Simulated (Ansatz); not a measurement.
Something may be wrong with this Ansatz 0.2.0 calculation of Al.

input.yaml

```yaml
crystal:
  lattice:
    - [0.0, 2.024805, 2.024805]
    - [2.024805, 0.0, 2.024805]
    - [2.024805, 2.024805, 0.0]
  atoms:
    - { symbol: Al, position: [0.0, 0.0, 0.0], spin: 0.5 }
hamiltonian:
  xc: { exchange: slater, correlation: vwn5 }
  pseudopotentials: { kind: paw, accuracy: stringent, xc_functional: pbe }
magnetization:
  spin_polarized: true
kpoints:
  mp_grid: { grid: [11, 11, 11] }
scf:
  occupations: { method: fermi_dirac, width: 0.025 }
  max_iter: 50
output:
  forces: true
  stress: true
  eigenvalues: true
basis:
  ecutwfc: "120 eV"
```

Potentials or basis: SSSP precision PAW.

Launch:

```sh
$ ansatz run input.yaml --threads 1 --pin off --max-ram 2560MiB --backend cpu --events-out ev --progress --plain --runs-dir out
```

Output:

```text
Warning: basis.ecutwfc = 120 eV is below the records' recommended 408.170794 eV, and the density's cutoff is lower with it unless basis.ecutrho_ratio is high enough to keep the records' density cutoff: compare with a run at a higher cutoff
Warning: The stringent table, which hamiltonian.pseudopotentials names, holds the potential of the library's standard table for Al (one content_sha256, or a second file that the publisher made of the same generator input, which states another). The run takes no other species from the library, so that hamiltonian.pseudopotentials.accuracy: standard would change no potential of it. The deck needs no change, but a comparison with a run at hamiltonian.pseudopotentials.accuracy: standard does not test the potential of Al. With hamiltonian.pseudopotentials.accuracy and source left out a run reads another potential of Al, from this project's own files. To test it, run on another potential, such as that of hamiltonian.pseudopotentials: {kind: paw}
Warning: RAYON_NUM_THREADS=1 ignored (pool sized by the plan → 1); use --threads N
Engine: ansatz 0.2.0, aarch64-unknown-linux-gnu
Pseudopotentials: kind: paw
Pseudopotential: Al, paw, valence charge 3, recommended cutoff 408.170794 eV (normal), Al.paw.azcp
Functional definition: unnamed
  exchange = slater_x
  correlation = vwn5_c
Crystal: 1 atoms, lattice volume = 16.603 Å³
Basis set: ecut = 120 eV, 59 PW (Γ)
Bands: 6, of which v1, the nominal top of the filled ones, is band 2 counted from 1 (1 counted from 0)
Symmetry: 48 space group operations
Space group: Fm-3m (ITA 225), of the structure as read, at distance tolerance 2.6e-5 Å
Magnetic group: BNS 225.116 (UNI 1618), of the structure as read, at distance tolerance 2.6e-5 Å
k-points: 56 of 1331
Non-local potential: Al, projectors of the file, l = 0: 2, l = 1: 2, l = 2: 2
PAW form: compensated (Kresse and Joubert's): semilocal exchange-correlation on the pseudo side sees the compensation charge
[... 41 lines left out ...]
  E_nonlocal   = 13.000655
  E_hartree    = 0.080911
  E_xc         = -35.035534
  E_vxc        = -29.991342  (∫ρ·V_xc dr)
  E_paw        = -447.568538  (= ΣΔE_a)
  E_vpaw       = -3.361462  (= ΣTr[D̂ρ^β])
  E_aug_tail   = 0.000053  (compensation charges beyond the density's cutoff)
  E_ewald      = -73.363052
  E_core_change = 0.055483  (= ΣΔE_core)
  E_smearing   = -0.001850  (= −TS)
  E_closure    = 0.000000  (closes the sum)
  Σ components = -512.871583   (vs F -512.871583, Δ=0.00e0)
--- Forces (eV/Å), atoms counted from 1 ---
  atom   1  Al     0.00000000     0.00000000    -0.00000000
  max |Σ_I F_I| component: 7.40e-32 eV/Å
--- Stress (GPa, compression-positive) ---
       -3.210988      -0.000000       0.000000
        0.000000      -3.210988       0.000000
        0.000000      -0.000000      -3.210988
  P = ⅓ Tr σ = -3.2110 GPa (-32.110 kbar)
[... 6 lines left out ...]
```

Problem. What happened, and what is wrong with the input?

Solution. Self-consistency was reached. The input holds a flaw that was put in on purpose: a cutoff far too low (basis.ecutwfc = 120 eV). The program doesn't stop on it, so the numbers can't be trusted though the run ends normally.
